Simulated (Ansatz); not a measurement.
# MgO (P6_3mc) in Ansatz: notebook

The runs below take MgO through single point, with HSE06 form with a typed share of exact exchange.

Everything below comes from runs of Ansatz 0.2.0. Logs are shortened: lines on timing, memory, paths and dates and some standing lists are left out, and cuts for length are marked.

### 1 The structure

The structure is hexagonal, space group P6_3mc (No. 186). Conventional cell: a = 3.308 Å, b = 3.308 Å, c = 4.983 Å, α = 90.00°, β = 90.00°, γ = 120.00°. Mg (site symmetry 3m) has 4 O at 1.97 to 1.99 Å as nearest neighbours. Around O (site symmetry 3m) lie 4 Mg at 1.97 to 1.99 Å.

Measurements of this composition are mostly on another form, of space group No. 225.

### 2 Single point, HSE06 form with a typed share of exact exchange

input.yaml reads:

```yaml
crystal:
  lattice:
    - [3.3077869865, 0.0, 0.0]
    - [-1.6538934933, 2.8646275606, 0.0]
    - [0.0, 0.0, 4.98288167]
  atoms:
    - { symbol: Mg, position: [0.6666666667, 0.3333333333, 0.50215974] }
    - { symbol: Mg, position: [0.3333333333, 0.6666666667, 0.00215974] }
    - { symbol: O, position: [0.6666666667, 0.3333333333, 0.90244026] }
    - { symbol: O, position: [0.3333333333, 0.6666666667, 0.40244026] }
hamiltonian:
  xc: { exchange: pbe, correlation: pbe, exx: { coeff: 0.25, omega: 0.2 } }
  pseudopotentials: { kind: paw }
kpoints:
  mp_grid: { grid: [5, 5, 3] }
scf:
  occupations: { method: fermi_dirac, width: 0.05 }
output:
  forces: true
  stress: true
  eigenvalues: true
```

Potentials or basis: Ansatz PAW.

Started as:

```bash
> ansatz run input.yaml --threads 2 --pin off --max-ram 5632MiB --backend cpu --events-out ev --progress --plain --runs-dir out
```

The program printed:

```text
Warning: output.stress: scf.convergence.dr2_threshold = 1e-7 eV (the SCF's general default) is looser than the 4e-10 eV advised for a printed stress (1e-10 eV for each atom of the cell: 4). What an SCF threshold leaves in a stress goes as its square root, and in the free energy as the threshold itself, and one threshold admits the most on a small cell: of the crystals measured, under no hybrid functional and no lock of the moments, on runs that ended without the residual-converged pass, on stresses that held no estimate of that error, the worst erred by over 100 MPa in a component at 1e-7 eV an atom and by under 5 at 1e-10. Set scf.convergence.dr2_threshold to 4e-10 eV or tighter. The threshold is an SCF's pass mark: one that does not reach it within its budget of iterations ends unconverged, or closes short of it on a stop that the run arms, and scf.convergence.dr2_threshold's page says what that costs each kind of run
Warning: output.stress: scf.exx.energy_threshold = 1e-6 eV is looser than the 4e-8 eV advised for a stress under a hybrid functional (1e-8 eV for each atom of the cell: 4). Every SCF of the exchange loop can meet its threshold on dr2 while the loop round them stops early: no threshold on dr2 bounds what that leaves in the stress. Set scf.exx.energy_threshold to 4e-8 eV or tighter. The threshold is the loop's pass mark: a loop that does not reach it within its budget of cycles ends unconverged, and scf.exx.energy_threshold's page has the law
Warning: RAYON_NUM_THREADS=2 ignored (pool sized by the plan → 2); use --threads N
Engine: ansatz 0.2.0, aarch64-unknown-linux-gnu
Pseudopotentials: kind: paw
Pseudopotential: Mg, paw, valence charge 10, recommended cutoff 420 eV (normal), Mg.paw.azcp
Pseudopotential: O, paw, valence charge 6, recommended cutoff 420 eV (normal), O.paw.azcp
Functional definition: unnamed
  parameter a_1 = 0.25
  parameter omega_1 = 0.2/angstrom
  exchange = pbe_x + (-a_1)*pbe_x_sr(omega_1) + a_1*exact_x_sr(omega_1)
  correlation = pbe_c
Crystal: 4 atoms, lattice volume = 47.216 Å³
Basis set: ecut = 420 eV, 929 PW (Γ), exchange–correlation on 48×48×72 points (8 copies of the dense FFT grid, shifted against one another)
Bands: 20, of which v1, the nominal top of the filled ones, is band 16 counted from 1 (15 counted from 0)
Symmetry: 12 space group operations
Space group: P63mc (ITA 186), of the structure as read, at distance tolerance 3.6e-5 Å
k-points: 10 of 75 (time reversal used)
Non-local potential: Mg, projectors of the file, l = 0: 3, l = 1: 2, l = 2: 1
Non-local potential: O, projectors of the file, l = 0: 2, l = 1: 2, l = 2: 1
PAW form: soft (Blöchl's): semilocal exchange-correlation on the pseudo side does not see the compensation charge
PAW frozen core: Mg, regenerated for the run's functional, and the local potential with it (the file was generated under x = pbe(κ = 0.804, μ = 0.2195149727645171), c = pbe(β = 0.06672455060314922))
PAW frozen core: O, regenerated for the run's functional, and the local potential with it (the file was generated under x = pbe(κ = 0.804, μ = 0.2195149727645171), c = pbe(β = 0.06672455060314922))
PAW one-centre angular grid: Mg, 110 points (default); XC on 96 Gauss nodes
PAW one-centre angular grid: O, 110 points (default); XC on 96 Gauss nodes
Initial density: superposition of atomic densities (neutral atoms: chi_scale 0, normalization atom), corrected by the library's trained network
Initial wavefunctions: pseudopotential atomic-orbital guess
Functional: x = pbe(κ = 0.804, μ = 0.2195149727645171), c = pbe(β = 0.06672455060314922), warm-up for x = pbe(κ = 0.804, μ = 0.2195149727645171) + 0.25 (exact − pbe) at short range (hse, ω = 0.2 Å⁻¹), c = pbe(β = 0.06672455060314922)
SCF iter   1: F=—  HF=-4987.992244 eV  |F-HF|=—  |Δ(HF+E_count)|=         —  Δρ=1.18e-3  dr2=5.41e-4  ethr=1.77e-3  ⟨swp⟩=2.0  Hψ=1305  notcnv=0
preconditioner: auto → none  [insulator: Δε(μ)=3.469 eV  Ē_g=14.175 eV  σ=0.050 eV  W_gap=1.00  n_scr=22 (ndim 8)  ℏωp=21.6 eV  f_vac=0.033  D(μ)=0.00/eV (n_scr^D=0)]
SCF iter   2: F=-4987.991871 eV  HF=-4987.992037 eV  |F-HF|=1.67e-4  |Δ(HF+E_count)|=   2.07e-4  Δρ=7.02e-4  dr2=1.35e-4  ethr=1.69e-6  ⟨swp⟩=3.8  Hψ=488  notcnv=0
SCF 1 stopped early in 2 iterations: F = -4987.991871 eV  dr2 = 1.35e-4
[... 24 lines left out ...]
SCF iter   4: F=-4988.324253 eV  HF=-4988.324253 eV  |F-HF|=3.67e-9  |Δ(HF+E_count)|=   4.76e-8  Δρ=3.59e-6  dr2=3.95e-9  ethr=1.51e-11  ⟨swp⟩=4.0  Hψ=630  notcnv=0
SCF 3 converged in 4 iterations: F = -4988.324253 eV  dr2 = 3.95e-9
  Residual-converged pass: ⟨swp⟩=2.9  Hψ=374  notcnv=0  max |occ|·‖R‖ = 6.2e-7 eV (tolerance 6.3e-7 eV)  dr2=3.95e-9  dr2_onsite=6.27e-10  max |Δocc| = 0.0e0
hybrid outer 2: dexx = +2.649e-7 eV, tail = 3.02e-8 eV, Δε = 1.59e-3 eV (about 6.81e-5 eV left of the loop's levels), ΔF = 4.26e-3 eV/Å (tail 7.44e-4)
hybrid SCF converged: 2 outer / 10 inner (+2 warm-up), last move |dexx| = 2.65e-7 eV, tail = 3.02e-8 eV
Stability not checked: this state was not tested for a lower state beside it, because the functional holds exact exchange (a hybrid, or Hartree-Fock), whose exchange loop this test does not read (fock_operator; see scf.lower_state_search)
Free energy (F): -4988.324253 eV
Frozen-core exchange: fock
Harris-Foulkes:  -4988.324253 eV  (|F-HF|=3.67e-9)
Internal energy: -4988.324253 eV  (E = F + TS)
E sigma→0 (E₀):  -4988.324253 eV
Fermi energy:    6.393413 eV
--- Per-component energies (eV) ---
  E_band       = -762.216513
  E_kinetic    = 510.980485
  E_local      = -3732.846111  (includes V_loc(G=0)·N_el)
  E_nonlocal   = 282.631674
  E_hartree    = 1333.039896
  E_xc         = -168.441947
  E_vxc        = -213.783853  (∫ρ·V_xc dr)
  E_exx        = -143.232175  (= α·E_x^exact, valence–valence)
  E_paw        = -797.365102  (= ΣΔE_a)
  E_vpaw       = 11.183203  (= ΣTr[D̂ρ^β])
  E_aug_tail   = 0.004902  (compensation charges beyond the density's cutoff)
  E_ewald      = -2272.972765
  E_core_change = -0.123111  (= ΣΔE_core)
  E_smearing   = -0.000000  (= −TS)
  E_closure    = 0.000000  (closes the sum)
  Σ components = -4988.324253   (vs F -4988.324253, Δ=9.09e-13)
--- Forces (eV/Å), atoms counted from 1 ---
  atom   1  Mg    -0.00000000    -0.00000000     0.03333864
  atom   2  Mg     0.00000000     0.00000000     0.03333864
  atom   3  O     -0.00000000    -0.00000000    -0.03343047
  atom   4  O     -0.00000000     0.00000000    -0.03343047
  max |Σ_I F_I| component: 1.84e-4 eV/Å
--- Stress (GPa, compression-positive) ---
       -0.745345      -0.000000      -0.000000
        0.000000      -0.745345      -0.000000
       -0.000000      -0.000000      -0.240991
  P = ⅓ Tr σ = -0.5772 GPa (-5.772 kbar)
--- Band table (eV; the first three rows and the last of 10) ---
  k-point 0: bands = ["-72.3449", "-72.3403", "-37.2922", "-37.2422", "-37.2375", "-37.2375", "-37.2283", "-37.2283", "-13.9340", "-13.0675", "0.3585", "2.9821", "2.9821", "3.3591", "3.3591", "3.8385", "8.9381", "14.2092", "16.1873", "19.8870"]
  k-point 1: bands = ["-72.3438", "-72.3415", "-37.2798", "-37.2547", "-37.2352", "-37.2352", "-37.2306", "-37.2306", "-13.7274", "-13.2948", "1.0020", "2.6266", "3.0731", "3.0731", "3.2612", "3.2612", "10.3643", "12.7097", "17.7419", "20.0187"]
  k-point 2: bands = ["-72.3440", "-72.3401", "-37.2874", "-37.2466", "-37.2456", "-37.2405", "-37.2384", "-37.2298", "-13.7295", "-13.0042", "0.7529", "2.0570", "2.5220", "2.7531", "3.3566", "3.6736", "10.4769", "15.0339", "15.8441", "17.2701"]
  k-point 9: bands = ["-72.3411", "-72.3407", "-37.2785", "-37.2745", "-37.2514", "-37.2457", "-37.2453", "-37.2405", "-13.1042", "-13.0199", "0.7021", "1.0283", "1.7915", "2.3544", "3.0540", "3.3515", "13.6160", "13.6853", "15.8906", "16.3163"]
```

Run time: 7.5 s. Hardware: 2 threads of Arm Neoverse V2, shared host; peak memory 0.67 GiB.

What came out:

```yaml
Free_energy: -4988.3243 eV
Pressure: -0.6 GPa
Largest_force: 0.033 eV/Å
Band_gap_on_the_k_mesh: 5.10 eV, direct
```

Forces in eV/Å, atoms in the order of the input:
```
Mg   0.000  0.000  0.033
Mg   0.000  0.000  0.033
O    0.000  0.000 -0.033
O    0.000  0.000 -0.033
```

Stress tensor (GPa, compression positive):
```
-0.75  0.00  0.00
 0.00 -0.75  0.00
 0.00  0.00 -0.24
```

Caveat: the k mesh is coarse (spacing up to 0.44 Å⁻¹), so the values aren't converged, least of all with exact exchange; odd divisions of the mesh miss points on the zone boundary, where band edges often lie, so the gap on the mesh can be too wide; the pressure holds a Pulay correction of +0.3 GPa for the finite cutoff; the PAW data sets come from PBE, with cores solved anew for the run's functional, which leaves a small shift of forces and pressure; the thresholds are loose for stress.

### 3 Single point, HSE06 form with a typed share of exact exchange

input.yaml, as its differences from that of step 2:

```diff
@@ -11,3 +11,3 @@
 hamiltonian:
-  xc: { exchange: pbe, correlation: pbe, exx: { coeff: 0.25, omega: 0.2 } }
+  xc: { exchange: pbe, correlation: pbe, exx: { coeff: 0.25, omega: 0.3 } }
   pseudopotentials: { kind: paw }
@@ -21 +21,5 @@
   eigenvalues: true
+  write_density: true
+  write_potential: true
+  elf: true
+  volumetric_format: npy
```

Potentials or basis: Ansatz PAW.

Started as:

```bash
> ansatz run input.yaml --threads 2 --pin off --max-ram 5632MiB --backend cpu --events-out ev --progress --plain --runs-dir out
```

Run time: 7.5 s. Hardware: 2 threads of Arm Neoverse V2, shared host; peak memory 0.68 GiB.

It converged, with:

| Quantity | Value |
| --- | --- |
| Free energy | -4988.2415 eV |
| Pressure | -0.5 GPa |
| Largest force | 0.033 eV/Å |
| Band gap on the k mesh | 4.84 eV, direct |

Forces in eV/Å, atoms in the order of the input:
```
Mg   0.000  0.000  0.033
Mg   0.000  0.000  0.033
O    0.000  0.000 -0.033
O    0.000  0.000 -0.033
```

Stress tensor (GPa, compression positive):
```
-0.63  0.00  0.00
 0.00 -0.63  0.00
 0.00  0.00 -0.12
```

Levels at points of the mesh, in eV from the valence-band top:
```
           k point  band 13  band 14  band 15  band 16  band 17  band 18  band 19  band 20
(0.00, 0.00, 0.00)    -0.85    -0.48    -0.48     0.00     4.84    10.07    12.04    15.74
```

Caveat: the k mesh is coarse (spacing up to 0.44 Å⁻¹), so the values aren't converged, least of all with exact exchange; odd divisions of the mesh miss points on the zone boundary, where band edges often lie, so the gap on the mesh can be too wide; the pressure holds a Pulay correction of +0.3 GPa for the finite cutoff; the PAW data sets come from PBE, with cores solved anew for the run's functional, which leaves a small shift of forces and pressure; the thresholds are loose for stress.
